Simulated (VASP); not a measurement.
# Al (P6_3/mmc) in VASP: notebook

The runs below take Al through single point, relaxation of cell and atoms, with PBE+D3(BJ).

All numbers are computed with VASP 6.6.1; they aren't measurements. Logs are shortened: lines on timing, memory, paths and dates and some standing lists are left out, and cuts for length are marked.

### 1 The crystal as given

It takes space group P6_3/mmc (No. 194, hexagonal). The conventional cell has a = 2.827 Å, b = 2.827 Å, c = 4.598 Å, α = 90.00°, β = 90.00°, γ = 120.00°. Al (site symmetry -6m2) is surrounded by 12 Al at 2.82 to 2.83 Å.

This isn't the form of Al at room conditions, which is fcc.

### 2 Single point, PBE+D3(BJ)

The input, INCAR:

```
ALGO = Normal
EDIFF = 1E-6
ENCUT = 520
GGA = PE
ISIF = 2
ISMEAR = 0
IVDW = 12
LASPH = True
LCHARG = False
LREAL = False
LWAVE = False
NBANDS = 10
NELM = 100
PREC = Accurate
SIGMA = 0.1
```

The input, KPOINTS:

```
k-points
0
Gamma
  18 18 10
```

The input, POSCAR:

```
Al
1.0
    2.8273698464      0.0000000000      0.0000000000
   -1.4136849232      2.4485741129      0.0000000000
    0.0000000000      0.0000000000      4.5979863309
Al
2
Direct
    0.3333333333      0.6666666667      0.2500000000
    0.6666666667      0.3333333333      0.7500000000
```

Potentials or basis: VASP PAW PBE potentials, release 64 (Al).

Started as:

```bash
$ cat potpaw_PBE.64/Al/POTCAR > POTCAR
$ mpirun -np 1 vasp_std > vasp.out
```

OUTCAR:

```text
EDIFF = 1E-6
   ENCUT = 520
   GGA = PE
   ISIF = 2
   ISMEAR = 0
   IVDW = 12
   LASPH = True
   LREAL = False
   NELM = 100
   PREC = Accurate
 IVDW          = 12

 ion  position               nearest neighbor table
   1  0.333  0.667  0.250-   2 2.82   2 2.82   2 2.82   2 2.82   2 2.82   2 2.82
   2  0.667  0.333  0.750-   1 2.82   1 2.82   1 2.82   1 2.82   1 2.82   1 2.82

  LATTYP: Found a hexagonal cell.
 ALAT       =     2.8273698464
 C/A-ratio  =     1.6262415533

  Lattice vectors:

 A1 = (   2.8273698464,   0.0000000000,   0.0000000000)
 A2 = (  -1.4136849232,   2.4485741129,   0.0000000000)
 A3 = (   0.0000000000,   0.0000000000,   4.5979863309)

Analysis of symmetry for initial positions (statically):
=====================================================================
 Subroutine PRICEL returns:
 Original cell was already a primitive cell.

 Routine SETGRP: Setting up the symmetry group for a
 hexagonal supercell.

 Subroutine GETGRP returns: Found 24 space group operations
 (whereof 12 operations were pure point group operations)
 out of a pool of 24 trial point group operations.

The static configuration has the point symmetry D_3d.
 The point group associated with its full space group is D_6h.

Analysis of symmetry for dynamics (positions and initial velocities):
=====================================================================
 Subroutine PRICEL returns:
 Original cell was already a primitive cell.

 Routine SETGRP: Setting up the symmetry group for a
 hexagonal supercell.

 Subroutine GETGRP returns: Found 24 space group operations
 (whereof 12 operations were pure point group operations)
 out of a pool of 24 trial point group operations.

The dynamic configuration has the point symmetry D_3d.
 The point group associated with its full space group is D_6h.

 Subroutine INISYM returns: Found 24 space group operations
 (whereof 12 operations are pure point group operations),
 and found     1 'primitive' translations

----------------------------------------------------------------------------------------

                                     Primitive cell

  volume of cell :      31.8320

  direct lattice vectors                    reciprocal lattice vectors
     2.827369846  0.000000000  0.000000000     0.353685600  0.204200476  0.000000000
    -1.413684923  2.448574113  0.000000000     0.000000000  0.408400953  0.000000000
     0.000000000  0.000000000  4.597986331     0.000000000  0.000000000  0.217486510

  length of vectors
     2.827369846  2.827369846  4.597986331     0.408400953  0.408400953  0.217486510

  position of ions in fractional coordinates (direct lattice)
     0.333333333  0.666666667  0.250000000
     0.666666667  0.333333333  0.750000000

  ion indices of the primitive-cell ions
   primitive index   ion index
                 1           1
                 2           2

----------------------------------------------------------------------------------------

 KPOINTS: k-points

Automatic generation of k-mesh.
 Grid dimensions read from file:
 generate k-points for:   18   18   10

 Generating k-lattice:

  Cartesian coordinates                     Fractional coordinates (reciprocal lattice)
     0.019649200  0.011344471  0.000000000     0.055555556  0.000000000  0.000000000
     0.000000000  0.022688942  0.000000000     0.000000000  0.055555556  0.000000000
     0.000000000  0.000000000  0.021748651     0.000000000  0.000000000  0.100000000

  Length of vectors
     0.022688942  0.022688942  0.021748651

  Shift w.r.t. Gamma in fractional coordinates (k-lattice)
     0.000000000  0.000000000  0.000000000

 Subroutine IBZKPT returns following result:
 ===========================================

 Found    222 irreducible k-points:

 Following reciprocal coordinates:
            Coordinates               Weight
  0.000000  0.000000  0.000000      1.000000
  0.055556 -0.000000  0.000000      6.000000
  0.111111 -0.000000  0.000000      6.000000
  0.166667  0.000000  0.000000      6.000000
  0.222222  0.000000  0.000000      6.000000
  0.277778  0.000000  0.000000      6.000000
[... 16 lines left out ...]
  0.333333  0.111111  0.000000     12.000000
  0.388889  0.111111  0.000000     12.000000
 [... further k-points ...]
   k-points           NKPTS =    222   k-points in BZ     NKDIM =    222   number of bands    NBANDS=     10
   number of dos      NEDOS =    301   number of ions     NIONS =      2
   total plane-waves  NPLWV =  20736
   dimension x,y,z NGX =    24 NGY =   24 NGZ =   36
   dimension x,y,z NGXF=    48 NGYF=   48 NGZF=   72
   ions per type =               2
   NGX,Y,Z   is equivalent  to a cutoff of  14.11, 14.11, 13.02 a.u.
   NGXF,Y,Z  is equivalent  to a cutoff of  28.22, 28.22, 26.03 a.u.
 SYSTEM =  unknown system
   PREC   = accura    normal or accurate (medium, high low for compatibility)
   ISTART =      0    job   : 0-new  1-cont  2-samecut
   ICHARG =      2    charge: 1-file 2-atom 10-const
   ISPIN  =      1    spin polarized calculation?
   LNONCOLLINEAR =      F non collinear calculations
   LSORBIT =      F    spin-orbit coupling
   LASPH  =      T    aspherical Exc in radial PAW
   ENCUT  =  520.0 eV  38.22 Ry    6.18 a.u.   5.26  5.26  8.55*2*pi/ulx,y,z
   NELM   =    100;   NELMIN=  2; NELMDL= -5     # of ELM steps
   EDIFF  = 0.1E-05   stopping-criterion for ELM
   LREAL  =      F    real-space projection
   EDIFFG = 0.1E-04   stopping-criterion for IOM
   NSW    =      0    number of steps for IOM
   IBRION =     -1    ionic relax: 0-MD 1-quasi-New 2-CG
   NFREE  =      0    steps in history (QN), initial steepest desc. (CG)
   ISIF   =      2    stress and relaxation
   ISYM   =      2    0-nonsym 1-usesym 2-fastsym
   POTIM  = 0.5000    time-step for ionic-motion
   TEBEG  =    0.0;   TEEND  =   0.0 temperature during run
   PSTRESS=    0.0 pullay stress
   NELECT =       6.0000    total number of electrons
   NUPDOWN=      -1.0000    fix difference up-down
   EMIN   =  10.00;   EMAX   =-10.00  energy-range for DOS
   EFERMI =   0.00;   METHOD = LEGACY
   ISMEAR =     0;   SIGMA  =   0.10  broadening in eV -4-tet -1-fermi 0-gaus
   EFERMI_NEDOS =   21; number of points for ismear=-14 and -15
   IALGO  =     38    algorithm
   IMIX   =      4    mixing-type and parameters
     AMIX     =   0.40;   BMIX     =  1.00
     AMIX_MAG =   1.60;   BMIX_MAG =  1.00
  volume/ion in A,a.u.               =      15.92       107.41
  Fermi-wavevector in a.u.,A,eV,Ry     =   0.938651  1.773793 11.987622  0.881065
  Thomas-Fermi vector in A             =   2.065884
   LORBIT       =      0    0 simple, 1 ext, 2 COOP (PROOUT), +10 PAW based schemes
   GGA     = PE    functional components
   LHFCALC =     F    Hartree Fock is set to
   AEXX    =    0.0000 exact exchange contribution
   IVDW    =    12    specifies the selected vdW correction
   LEPSILON=     F    determine dielectric tensor
   LRPA    =     F    only Hartree local field effects (RPA)
 non-spin polarized calculation
 Gauss-broadening in eV      SIGMA  =   0.10
  energy-cutoff  :      520.00
  volume of cell :       31.83
 maximum number of plane-waves:       870
 NGX is ok and might be reduce to    24
   NGX = 11   NGY = 11   NGZ = 17

 number of electron       6.0000000 magnetization

 Free energy of the ion-electron system (eV)
  ---------------------------------------------------
  ext. energy  EPLUGINS =         0.00000000
  ---------------------------------------------------
  free energy    TOTEN  =        -7.40945558 eV

  energy without entropy =       -7.40430163  energy(sigma->0) =       -7.40687860

 E-fermi :   8.3925     XC(G=0): -10.3294

 val. band max:        8.3875357630   @ k =   0.0000   0.0000   0.3000
 cond. band min:       8.4228364770   @ k =   0.2778   0.0556   0.2000
 fundamental gap:      0.0353007140
 Fermi energy:         8.3924516405

 k-point     1 :       0.0000    0.0000    0.0000
  band No.  band energies     occupation
      1      -3.0072      2.00000
      2       3.6695      2.00000
      3       3.9998      2.00000
      4      19.1836      0.00000
      5      19.1836      0.00000
      6      19.5135      0.00000
      7      19.5135      0.00000
      8      20.7177      0.00000
      9      22.6919      0.00000
     10      23.2995      0.00000

 k-point     2 :       0.0556   -0.0000    0.0000
  band No.  band energies     occupation
      1      -2.9310      2.00000
      2       3.7400      2.00000
      3       4.0740      2.00000
      4      17.5716      0.00000
      5      18.2303      0.00000
      6      19.4084      0.00000
      7      20.5941      0.00000
      8      21.4131      0.00000
      9      23.0586      0.00000
     10      23.2828      0.00000

 k-point     3 :       0.1111   -0.0000    0.0000
  band No.  band energies     occupation
      1      -2.7028      2.00000
      2       3.9514      2.00000
      3       4.2955      2.00000
      4      15.4697      0.00000
      5      17.2604      0.00000
      6      18.6098      0.00000
      7      21.3331      0.00000
      8      21.4450      0.00000
      9      21.9160      0.00000
     10      22.6224      0.00000

 k-point     4 :       0.1667    0.0000    0.0000
  band No.  band energies     occupation
      1      -2.3233      2.00000
      2       4.3036      2.00000
      3       4.6612      2.00000
      4      13.3858      0.00000
      5      16.4182      0.00000
      6      17.6691      0.00000
      7      19.4621      0.00000
      8      19.9129      0.00000
      9      22.1710      0.00000
     10      22.5419      0.00000

 k-point     5 :       0.2222    0.0000    0.0000
  band No.  band energies     occupation
      1      -1.7938      2.00000
      2       4.7968      2.00000
      3       5.1640      2.00000
      4      11.3956      0.00000
      5      15.7063      0.00000
      6      16.6204      0.00000
      7      17.5034      0.00000
      8      18.5124      0.00000
      9      21.5787      0.00000
     10      21.7648      0.00000

 k-point     6 :       0.2778    0.0000    0.0000
  band No.  band energies     occupation
      1      -1.1162      2.00000
      2       5.4305      2.00000
      3       5.7825      2.00000
      4       9.5404      0.00000
      5      15.1247      0.00000
      6      15.3828      0.00000
      7      15.6384      0.00000
      8      17.4406      0.00000
      9      21.0750      0.00000
     10      21.1313      0.00000
[... 183 lines left out ...]
 k-point    21 :       0.2222    0.1111    0.0000
  band No.  band energies     occupation
      1      -0.8910      2.00000
      2       5.6418      2.00000
      3       5.9888      2.00000
      4       9.7431      0.00000
      5      12.1737      0.00000
      6      15.7816      0.00000
      7      16.3235      0.00000
      8      18.6091      0.00000
      9      18.7881      0.00000
     10      19.9140      0.00000

 k-point    22 :       0.2778    0.1111    0.0000
  band No.  band energies     occupation
      1      -0.0689      2.00000
      2       6.4148      2.00000
      3       6.5757      2.00000
      4       8.1689      1.99843
      5      11.6493      0.00000
      6      14.0737      0.00000
      7      14.7734      0.00000
      8      18.0656      0.00000
      9      18.3630      0.00000
     10      19.4805      0.00000

 k-point    23 :       0.3333    0.1111    0.0000
  band No.  band energies     occupation
      1       0.8958      2.00000
      2       5.9874      2.00000
      3       7.3238      2.00000
      4       8.0143      2.00000
      5      11.2050      0.00000
      6      12.4804      0.00000
      7      13.3846      0.00000
      8      17.6875      0.00000
      9      18.0562      0.00000
     10      19.1603      0.00000

 k-point    24 :       0.3889    0.1111    0.0000
  band No.  band energies     occupation
      1       1.9985      2.00000
      2       4.5929      2.00000
      3       8.3517      1.43600
      4       8.8893      0.00000
      5      10.6974      0.00000
      6      11.0374      0.00000
      7      12.3387      0.00000
      8      17.4630      0.00000
      9      17.8707      0.00000
     10      18.9650      0.00000

 [... further k-points ...]

------------------------ aborting loop because EDIFF is reached ----------------------------------------

 Edisp (eV)   -0.69821

 E8    (eV) :    -0.3123

  FORCE on cell =-STRESS in cart. coord.  units (eV):
  Direction    XX          YY          ZZ          XY          YZ          ZX
  --------------------------------------------------------------------------------------
  -------------------------------------------------------------------------------------
  Total      -0.00961    -0.00961    -0.00752     0.00000     0.00000     0.00000
  in kB      -0.48361    -0.48361    -0.37852     0.00000     0.00000     0.00000
  external pressure =       -0.45 kB  Pullay stress =        0.00 kB

 VOLUME and BASIS-vectors are now :
 -----------------------------------------------------------------------------
  energy-cutoff  :      520.00
  volume of cell :       31.83
      direct lattice vectors                 reciprocal lattice vectors
     2.827369846  0.000000000  0.000000000     0.353685600  0.204200476  0.000000000
    -1.413684923  2.448574113  0.000000000     0.000000000  0.408400953  0.000000000
     0.000000000  0.000000000  4.597986331     0.000000000  0.000000000  0.217486510

 POSITION                                       TOTAL-FORCE (eV/Angst)
 -----------------------------------------------------------------------------------
     -0.00000      1.63238      1.14950         0.000000     -0.000000      0.000000
      1.41368      0.81619      3.44849        -0.000000      0.000000      0.000000
 -----------------------------------------------------------------------------------
    total drift:                                0.000000     -0.000000      0.000000

  FREE ENERGIE OF THE ION-ELECTRON SYSTEM (eV)
  ---------------------------------------------------
  free  energy   TOTEN  =        -8.1076669884 eV

  energy  without entropy=       -8.1025130401  energy(sigma->0) =       -8.10509001
```

It took 21 s on 1 thread of Intel Xeon Platinum 8488C (Sapphire Rapids), shared host; peak memory 0.19 GiB.

Results:

| Property | Result |
| --- | --- |
| Free energy | -8.1077 eV |
| Pressure | 0.0 GPa |
| Band gap on the k mesh | none (metal or under the smearing width) |
| Dispersion energy per atom | -0.349 eV |

Levels at points of the mesh, in eV from the Fermi level:
| k point | band 1 | band 2 | band 3 | band 4 | band 5 | band 6 | band 7 | band 8 |
| --- | --- | --- | --- | --- | --- | --- | --- | --- |
| (0.00, 0.00, 0.00) | -11.40 | -4.72 | -4.39 | 10.79 | 10.79 | 11.12 | 11.12 | 12.33 |
| (0.50, 0.00, 0.00) | -5.45 | -5.29 | 0.60 | 1.23 | 1.45 | 1.87 | 5.70 | 7.51 |
| (0.00, 0.00, 0.50) | -9.66 | -9.66 | 3.59 | 3.59 | 11.99 | 11.99 | 11.99 | 11.99 |
| (0.50, 0.00, 0.50) | -4.05 | -4.05 | -3.28 | -3.28 | 7.19 | 7.19 | 7.67 | 7.67 |

Caveat: pairwise dispersion overbinds metals, which lowers pressure and volume.

(Continued in part 2 of 2.)
